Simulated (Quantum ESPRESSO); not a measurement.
The system is TiTe2.

```
Te Ti
1.0
     3.77700    0.00000    0.00000
    -1.88850    3.27098    0.00000
     0.00000    0.00000    6.49800
Te Ti
2 1
Direct
  0.33333 0.66667 0.73720
  0.66667 0.33333 0.26280
  0.00000 0.00000 0.00000
```

Program: Quantum ESPRESSO 7.5. Alike in all runs: task band structure; cell as given; smearing fermi-dirac 0.05 eV.

Task: Order these runs on this cell by their pressure, lowest first.
A. level PBEsol; potentials or basis PseudoDojo 0.4 FR PBE standard; spin SOC, no magnetisation; k mesh 8 × 8 × 4; cutoff (eV) 1143; SCF threshold 6e-10 Ry
B. level LDA; potentials or basis PseudoDojo 0.4.1 SR LDA standard; spin off; k mesh 8 × 8 × 4; cutoff (eV) 1143; SCF threshold 6e-10 Ry; form of the LDA correlation PW92
C. level r2SCAN; potentials or basis SG15 PBE 1.2; spin off; k mesh 6 × 6 × 3; cutoff (eV) 952; SCF threshold 1e-08 Ry; symmetry off

Result: B (-4.0 GPa), A (-2.0 GPa), C (0.3 GPa).

Caveats: the potentials were made for another functional, which shifts forces and pressure (some runs); this functional lacks dispersion, which binds the layers, so the pressure and a relaxed spacing across them are unreliable (some runs).

Not every run made on this cell is shown here.
